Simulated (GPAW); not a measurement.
Runs of GPAW 26.7.0 on HfO2. Symmetry: P4_2/nmc, No. 137, tetragonal system. Conventional cell: a = 3.558 Å, b = 3.558 Å, c = 5.172 Å, α = 90.00°, β = 90.00°, γ = 90.00°. Around Hf (site symmetry -4m2) lie 4 O at 2.05 Å. O (site symmetry 2mm) is surrounded by 2 Hf at 2.05 Å. Measurements of this composition are mostly on another form, of space group No. 14.

```tsv
task	level	potentials or basis	cell	k mesh	cutoff (eV)	smearing	convergence	displacement	relaxed first	ecut relax	response ecut	mesh quality	gap on the mesh (eV)	pressure (GPa)	largest force (eV/Å)
Born charges	PBE+D3M(BJ)	GPAW PAW data sets (gpaw-data 1.2.1), pw	relaxed	4 × 4 × 3	680	fermi-dirac 0.01 eV	density=1e-06 eigenstates=1e-09	0.02	cell	800	-	coarse	(a)	0.0	-
electron localisation function	PBE	GPAW PAW data sets (gpaw-data 1.2.1), pw	as given	4 × 4 × 3	680	fermi-dirac 0.01 eV	-	-	-	-	-	coarse	4.77	(b)	0.26
dielectric tensor	PBE	GPAW PAW data sets (gpaw-data 1.2.1), pw	as given	6 × 6 × 4	600	fermi-dirac 0.001 eV	-	-	-	-	80 eV	not flagged	4.74	-	-
single point	PBEsol	PAW data sets generated in the run's folder for this functional, pw	atoms moved at random, drawn with an rms of 0.05 Å	8 × 8 × 5	800	fermi-dirac 0.05 eV	-	-	-	-	-	not flagged	4.43	4.0	1.60
```

Alike in all rows: no spin polarisation.

Problem. Estimate the missing entries.

Solution. (a) 4.46; (b) 9.0.

Caveats: some runs use coarse meshes; spin-orbit coupling is left out, which moves the levels of the heavy elements; an odd mesh through Γ misses points on the zone boundary, where band edges often lie; the cutoff is short for stress and forces, so pressures can be off by a GPa or more (some runs); the LO-TO splitting is left out (some runs); the long-wavelength limit can be off by several per cent where d states take part (some runs).

A k mesh can miss the band edges, and the runs leave out spin-orbit coupling on Hf.
